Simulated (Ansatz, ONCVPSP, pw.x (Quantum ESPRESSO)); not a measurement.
## magnesium (Mg): one change to the ONCV potential, in the atom and in the bcc crystal

ONCVPSP 4.0.1.1 (patched build) input, shortened (lines: element, Z, core and valence counts, functional; n l f; lmax; l rc ep ncon nbas qcut; lloc lpopt rc5 dvloc0; l nproj debl; icmod fcfact rcfact), PBE, scalar-relativistic:

```
  Mg 12.00    3    1        4      upf
    1    0    2.00
    2    0    2.00
    2    1    6.00
    3    0    2.00
    2
    0    2.60    0.00    5    8    3.10
    1    2.60    0.37    4    7    3.10
    2    2.60    0.17    3    7    3.50
    2    5    2.60    0.00
    0    1    3.20
    1    2    0.30
    2    0    1.80
    1    0.40    0.00
```

In the p channel the program set the typed energies aside and used 0.050, 0.350 Ha.

Change: core correction none.

Cutoffs, loose and tight: the cutoffs (Ha) at which the residual kinetic energy of the hardest occupied pseudo-wave falls to 1 and 0.1 mHa per electron. They do not see the model core or the augmentation charge, which bear on the density cutoff. Test errors are all-electron minus pseudo excitation energies from the reference, over the configurations 3s1; 3s1.5; 3s1 3p1; 3s0 3p2; variants that change the core or the reference have their own tests.

Crystal test: bcc Mg in pw.x 7.5, no spin, 13³ k-points, Fermi–Dirac smearing 0.01 Ry, cutoffs set for each file from its atomic test. The reference is all-electron LAPW (Ansatz 0.2.0) with the same functional, mesh and smearing; V0 and B0 come from Birch–Murnaghan fits to the pressures at five volumes. Errors are pseudo minus all-electron; Δ is the rms difference of the E(V) curves that follow from these fits, minima aligned, over ±6 % about the mean V0. Mesh and smearing are coarse, so the numbers serve the comparison and aren't converged zero-temperature values; the lattice is a test structure that the element need not adopt.

All-electron: a0 = 3.583 Å (V0 = 22.99 Å³/atom), B0 = 34.7 GPa.

**Question.** Does the change bring the crystal closer to the all-electron result?

**Answer.** The mean pressure error goes from -0.05 to +0.78 GPa, so the change moves the solid further from the all-electron pressures.

```csv
quantity,base,changed
outcome (atom),"generated, projector energies reset by the program","generated, projector energies reset by the program"
"cutoff, loose (atom)",3.6 Ha,3.6 Ha
"cutoff, tight (atom)",5.8 Ha,5.8 Ha
bound ghosts (atom),none,none
largest test error (meV) (atom),+7.1,+12 over the solved tests; 1 of 4 tests not solved or not reliable
cutoffs in pw.x (Ry),50/200,35/140
a0 (Å),3.581,3.610
a0 error (%),-0.04,+0.75
B0 error (%),-1.7,-5.0
Δ (meV/atom),0.2,3.9
mean pressure error (GPa),-0.05,+0.78
```

Base: The free energy does not fall steadily as the cutoff rises, most likely since the density grid, which shrinks with it, is too coarse for the model core; the lower cutoffs are not converged. Changed file: This is a poor potential for the solid. Atomic configuration tests: 1 of 4 tests not solved or not reliable.
